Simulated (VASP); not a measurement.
# SnSe in VASP: single point with HSE06

Aim: the single point of SnSe with HSE06.

Everything below comes from runs of VASP 6.6.1. Logs are shortened: lines on timing, memory, paths and dates and some standing lists are left out, and cuts for length are marked.

## 1. The structure

The cell holds a slab with vacuum, 4 atoms: a = 4.285 Å, b = 4.285 Å, c = 10.991 Å, α = 90.00°, β = 90.00°, γ = 90.00°.

## 2. Single point, HSE06

Input file POSCAR:

```
SnSe
1.0
    4.2853270000      0.0000000000      0.0000000000
    0.0000000000      4.2853270000      0.0000000000
    0.0000000000      0.0000000000     10.9906920000
Sn Se
2 2
Direct
    0.5000000000      0.0000000000      0.3722290000
    0.0000000000      0.5000000000      0.6277710000
    0.5000000000      0.0000000000      0.6160390000
    0.0000000000      0.5000000000      0.3839610000
```

Input file INCAR.step1:

```
ALGO     = Normal         # electronic algorithm
EDIFF    = 1E-5           # SCF threshold, eV
ENCUT    = 520            # plane-wave cutoff, eV
GGA      = PE             # functional
ISIF     = 2              # what is computed and relaxed
ISMEAR   = 0              # smearing method
LASPH    = True           # aspherical terms in the spheres
LREAL    = False          # projectors in reciprocal space
LWAVE    = True           # write WAVECAR
NBANDS   = 28             # bands
NELM     = 100            # most SCF steps
PREC     = Accurate       # precision mode
SIGMA    = 0.01           # smearing width, eV
```

Input file INCAR.step2:

```
ALGO     = Normal         # electronic algorithm
EDIFF    = 1E-6           # SCF threshold, eV
ENCUT    = 520            # plane-wave cutoff, eV
GGA      = PE             # functional
HFSCREEN = 0.2079         # screening, 1/A
ISIF     = 2              # what is computed and relaxed
ISMEAR   = 0              # smearing method
ISTART   = 1            
LASPH    = True           # aspherical terms in the spheres
LCHARG   = True           # write CHGCAR
LELF     = True           # ELF
LHFCALC  = True           # exact exchange
LREAL    = False          # projectors in reciprocal space
LVHAR    = True         
LWAVE    = False          # write WAVECAR
NBANDS   = 28             # bands
NELM     = 100            # most SCF steps
PREC     = Accurate       # precision mode
PRECFOCK = Normal       
SIGMA    = 0.01           # smearing width, eV
```

Input file KPOINTS:

```
Automatic mesh
0
Gamma
  2 2 1
  0.5 0.5 0
```

Potentials or basis: VASP PAW PBE potentials, release 64 (Sn_d, Se).

Started as:

```console
cat potpaw_PBE.64/Sn_d/POTCAR potpaw_PBE.64/Se/POTCAR > POTCAR
cp INCAR.step1 INCAR
mpirun -np 1 vasp_std > vasp.out
cp INCAR.step2 INCAR
mpirun -np 1 vasp_std > vasp.out
```

OUTCAR:

```text
EDIFF = 1E-6
   ENCUT = 520
   GGA = PE
   HFSCREEN = 0.2079
   ISIF = 2
   ISMEAR = 0
   ISTART = 1
   LASPH = True
   LHFCALC = True
   LREAL = False
   NELM = 100
   PREC = Accurate
   PRECFOCK = Normal

 ion  position               nearest neighbor table
   1  0.500  0.000  0.372-   3 2.68   4 3.03   4 3.03   4 3.03   4 3.03
   2  0.000  0.500  0.628-   4 2.68   3 3.03   3 3.03   3 3.03   3 3.03
   3  0.500  0.000  0.616-   1 2.68   2 3.03   2 3.03   2 3.03   2 3.03
   4  0.000  0.500  0.384-   2 2.68   1 3.03   1 3.03   1 3.03   1 3.03

  LATTYP: Found a simple tetragonal cell.
 ALAT       =     4.2853270000
 C/A-ratio  =     2.5647265658

  Lattice vectors:

 A1 = (   4.2853270000,   0.0000000000,   0.0000000000)
 A2 = (   0.0000000000,   4.2853270000,   0.0000000000)
 A3 = (   0.0000000000,   0.0000000000,  10.9906920000)

Analysis of symmetry for initial positions (statically):
=====================================================================
 Subroutine PRICEL returns:
 Original cell was already a primitive cell.

 Routine SETGRP: Setting up the symmetry group for a
 simple tetragonal supercell.

 Subroutine GETGRP returns: Found 16 space group operations
 (whereof  8 operations were pure point group operations)
 out of a pool of 16 trial point group operations.

The static configuration has the point symmetry D_2d.
 The point group associated with its full space group is D_4h.

Analysis of symmetry for dynamics (positions and initial velocities):
=====================================================================
 Subroutine PRICEL returns:
 Original cell was already a primitive cell.

 Routine SETGRP: Setting up the symmetry group for a
 simple tetragonal supercell.

 Subroutine GETGRP returns: Found 16 space group operations
 (whereof  8 operations were pure point group operations)
 out of a pool of 16 trial point group operations.

The dynamic configuration has the point symmetry D_2d.
 The point group associated with its full space group is D_4h.

 Subroutine INISYM returns: Found 16 space group operations
 (whereof  8 operations are pure point group operations),
 and found     1 'primitive' translations

----------------------------------------------------------------------------------------

                                     Primitive cell

  volume of cell :     201.8334

  direct lattice vectors                    reciprocal lattice vectors
     4.285327000  0.000000000  0.000000000     0.233354421  0.000000000  0.000000000
     0.000000000  4.285327000  0.000000000     0.000000000  0.233354421  0.000000000
     0.000000000  0.000000000 10.990692000     0.000000000  0.000000000  0.090986082

  length of vectors
     4.285327000  4.285327000 10.990692000     0.233354421  0.233354421  0.090986082

  position of ions in fractional coordinates (direct lattice)
     0.500000000  0.000000000  0.372229000
     0.000000000  0.500000000  0.627771000
     0.500000000  0.000000000  0.616039000
     0.000000000  0.500000000  0.383961000

  ion indices of the primitive-cell ions
   primitive index   ion index
                 1           1
                 2           2
                 3           3
                 4           4

----------------------------------------------------------------------------------------

 KPOINTS: Automatic mesh

Automatic generation of k-mesh.
 Grid dimensions read from file:
 generate k-points for:    2    2    1

 Generating k-lattice:

  Cartesian coordinates                     Fractional coordinates (reciprocal lattice)
     0.116677210  0.000000000  0.000000000     0.500000000  0.000000000  0.000000000
     0.000000000  0.116677210  0.000000000     0.000000000  0.500000000  0.000000000
     0.000000000  0.000000000  0.090986082     0.000000000  0.000000000  1.000000000

  Length of vectors
     0.116677210  0.116677210  0.090986082

  Shift w.r.t. Gamma in fractional coordinates (k-lattice)
     0.500000000  0.500000000  0.000000000

 Subroutine IBZKPT returns following result:
 ===========================================

 Found      1 irreducible k-points:

 Following reciprocal coordinates:
            Coordinates               Weight
  0.250000  0.250000  0.000000      4.000000
   k-points           NKPTS =      1   k-points in BZ     NKDIM =      4   number of bands    NBANDS=     28
   number of dos      NEDOS =    301   number of ions     NIONS =      4
   total plane-waves  NPLWV =  86016
   dimension x,y,z NGX =    32 NGY =   32 NGZ =   84
   dimension x,y,z NGXF=    64 NGYF=   64 NGZF=  168
   ions per type =               2   2
   NGX,Y,Z   is equivalent  to a cutoff of  12.41, 12.41, 12.71 a.u.
   NGXF,Y,Z  is equivalent  to a cutoff of  24.83, 24.83, 25.41 a.u.
 SYSTEM =  unknown system
   PREC   = accura    normal or accurate (medium, high low for compatibility)
   ISTART =      1    job   : 0-new  1-cont  2-samecut
   ICHARG =      0    charge: 1-file 2-atom 10-const
   ISPIN  =      1    spin polarized calculation?
   LNONCOLLINEAR =      F non collinear calculations
   LSORBIT =      F    spin-orbit coupling
   LASPH  =      T    aspherical Exc in radial PAW
   ENCUT  =  520.0 eV  38.22 Ry    6.18 a.u.   7.97  7.97 20.44*2*pi/ulx,y,z
   NELM   =    100;   NELMIN=  2; NELMDL=  0     # of ELM steps
   EDIFF  = 0.1E-05   stopping-criterion for ELM
   LREAL  =      F    real-space projection
   EDIFFG = 0.1E-04   stopping-criterion for IOM
   NSW    =      0    number of steps for IOM
   IBRION =     -1    ionic relax: 0-MD 1-quasi-New 2-CG
   NFREE  =      0    steps in history (QN), initial steepest desc. (CG)
   ISIF   =      2    stress and relaxation
   ISYM   =      3    0-nonsym 1-usesym 2-fastsym
   POTIM  = 0.5000    time-step for ionic-motion
   TEBEG  =    0.0;   TEEND  =   0.0 temperature during run
   PSTRESS=    0.0 pullay stress
   NELECT =      40.0000    total number of electrons
   NUPDOWN=      -1.0000    fix difference up-down
   EMIN   =  10.00;   EMAX   =-10.00  energy-range for DOS
   EFERMI =   0.00;   METHOD = LEGACY
   ISMEAR =     0;   SIGMA  =   0.01  broadening in eV -4-tet -1-fermi 0-gaus
   EFERMI_NEDOS =   21; number of points for ismear=-14 and -15
   IALGO  =     38    algorithm
   IMIX   =      1    mixing-type and parameters
     AMIX     =   0.40;   BMIX     =  1.00
     AMIX_MAG =   1.60;   BMIX_MAG =  1.00
  volume/ion in A,a.u.               =      50.46       340.51
  Fermi-wavevector in a.u.,A,eV,Ry     =   0.954473  1.803693 12.395173  0.911020
  Thomas-Fermi vector in A             =   2.083223
   LORBIT       =      0    0 simple, 1 ext, 2 COOP (PROOUT), +10 PAW based schemes
   GGA     = PE    functional components
   LHFCALC =     T    Hartree Fock is set to
   PRECFOCK=normal    Normal, Fast or Accurate (Low or Medium for compatibility)
   ENCUT4O =  -1.0   cutoff for four orbital integrals eV
   NKREDX  =     1    reduce k-point grid by
   NKREDY  =     1    reduce k-point grid by
   NKREDZ  =     1    reduce k-point grid by
   AEXX    =    0.2500 exact exchange contribution
   HFSCREEN=    0.2079 screening length (either q_TF or 0.3 A-1)
   HFSCREENC=   0.2079 screening length for correlation (either q_TF or 0.3 A-1)
   ENCUTFOCK=  -1.0 apply spherical cutoff to Coloumb kernel
   IVDW    =     0    specifies the selected vdW correction
   LEPSILON=     F    determine dielectric tensor
   LRPA    =     F    only Hartree local field effects (RPA)
 non-spin polarized calculation
 Gauss-broadening in eV      SIGMA  =   0.01
  energy-cutoff  :      520.00
  volume of cell :      201.83
 maximum number of plane-waves:      5453
 NGX is ok and might be reduce to    32
  NGX = 24; NGY = 24; NGZ = 64

 number of electron      40.0000021 magnetization

 Free energy of the ion-electron system (eV)
  ---------------------------------------------------
  ext. energy  EPLUGINS =         0.00000000
  ---------------------------------------------------
  free energy    TOTEN  =       -19.23193810 eV

  energy without entropy =      -19.23193810  energy(sigma->0) =      -19.23193810

 E-fermi :   0.1980     XC(G=0):  -5.1108

 val. band max:        0.0935150093   @ k =   0.2500   0.2500   0.0000
 cond. band min:       2.5477609461   @ k =   0.2500   0.2500   0.0000
 fundamental gap:      2.4542459369
 Fermi energy:         0.1979789172

 k-point     1 :       0.2500    0.2500    0.0000
  band No.  band energies     occupation
      1     -22.9669      2.00000
      2     -22.9641      2.00000
      3     -22.9477      2.00000
      4     -22.9448      2.00000
      5     -22.8809      2.00000
      6     -22.8726      2.00000
[... 20 lines left out ...]
     27       6.4425      0.00000
     28       6.6084      0.00000

------------------------ aborting loop because EDIFF is reached ----------------------------------------

  FORCE on cell =-STRESS in cart. coord.  units (eV):
  Direction    XX          YY          ZZ          XY          YZ          ZX
  --------------------------------------------------------------------------------------
  -------------------------------------------------------------------------------------
  Total        0.7770707      0.7770707     -1.7703263      0.0000000      0.0000000      0.0000000
  in kB        6.1684799      6.1684799    -14.0530613      0.0000000      0.0000000      0.0000000
  external PRESSURE =      -0.5720338 kB  Pullay stress =       0.0000000 kB

 VOLUME and BASIS-vectors are now :
 -----------------------------------------------------------------------------
  energy-cutoff  :      520.00
  volume of cell :      201.83
      direct lattice vectors                 reciprocal lattice vectors
     4.285327000  0.000000000  0.000000000     0.233354421  0.000000000  0.000000000
     0.000000000  4.285327000  0.000000000     0.000000000  0.233354421  0.000000000
     0.000000000  0.000000000 10.990692000     0.000000000  0.000000000  0.090986082

 POSITION                                       TOTAL-FORCE (eV/Angst)
 -----------------------------------------------------------------------------------
      2.14266      0.00000      4.09105         0.000000      0.000000      0.003811
      0.00000      2.14266      6.89964        -0.000000      0.000000     -0.003811
      2.14266      0.00000      6.77069         0.000000      0.000000     -0.609217
      0.00000      2.14266      4.22000        -0.000000      0.000000      0.609217
 -----------------------------------------------------------------------------------
    total drift:                                0.000000      0.000000     -0.000000

  FREE ENERGIE OF THE ION-ELECTRON SYSTEM (eV)
  ---------------------------------------------------
  free  energy   TOTEN  =       -19.2319380972 eV

  energy  without entropy=      -19.2319380972  energy(sigma->0) =      -19.23193810
```

Wall time 72 s (1 thread of Intel Xeon Platinum 8259CL at 2.50GHz (Skylake/Cascade Lake), shared host); peak memory 0.41 GiB.

What came out:

- Free energy: -19.2319 eV
- Largest force: 0.609 eV/Å
- Band gap on the k mesh: 2.45 eV, direct

Forces on the atoms (eV/Å):
```
Sn   0.000  0.000  0.004
Sn   0.000  0.000 -0.004
Se   0.000  0.000 -0.609
Se   0.000  0.000  0.609
```

Levels at points of the mesh, in eV from the valence-band top:
| k point | band 17 | band 18 | band 19 | band 20 | band 21 | band 22 | band 23 | band 24 |
| --- | --- | --- | --- | --- | --- | --- | --- | --- |
| (0.25, 0.25, 0.00) | -2.62 | -1.49 | -1.10 | 0.00 | 2.45 | 3.39 | 3.42 | 4.95 |

Caveat: the k mesh is coarse (spacing up to 0.73 Å⁻¹), so the values aren't converged, least of all with exact exchange; the PAW data sets were made with another functional, which shifts forces and pressure a little; spin-orbit coupling is left out, which moves the levels of the heavy elements.
